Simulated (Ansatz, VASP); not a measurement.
B: VASP beside Ansatz

```xyz
2
Lattice="0.0000 2.0104 2.0104 2.0104 0.0000 2.0104 2.0104 2.0104 0.0000" Properties=species:S:1:pos:R:3 pbc="T T T"
B    -0.5026   -0.5026   -0.5026
B     0.5026    0.5026    0.5026
```

Alike in both runs: task relaxation of cell and atoms; functional PBEsol; k mesh 18 × 18 × 18; occupations fermi-dirac, width 0.05 eV; no spin polarisation.

```csv
,VASP,Ansatz
version,VASP 6.6.1,Ansatz 0.2.0
potentials or method,"VASP PAW PBE potentials, release 64 (B)","PAW with Ansatz's default frozen-core files, scalar-relativistic"
plane-wave cutoff (eV),600,420
valence electrons in the cell,6,6
```

VASP gave:

| Quantity | Value |
| --- | --- |
| relaxed volume (Å³/atom) | 8.20 |
| relaxed cell length with the largest relative difference (Å) | 2.852 |

Q: Which values does Ansatz return?

A: Relaxed volume (Å³/atom): 8.19; relaxed cell length with the largest relative difference (Å): 2.851.

Caveats: the PAW data sets were made with another functional, which shifts forces and pressure a little (VASP).
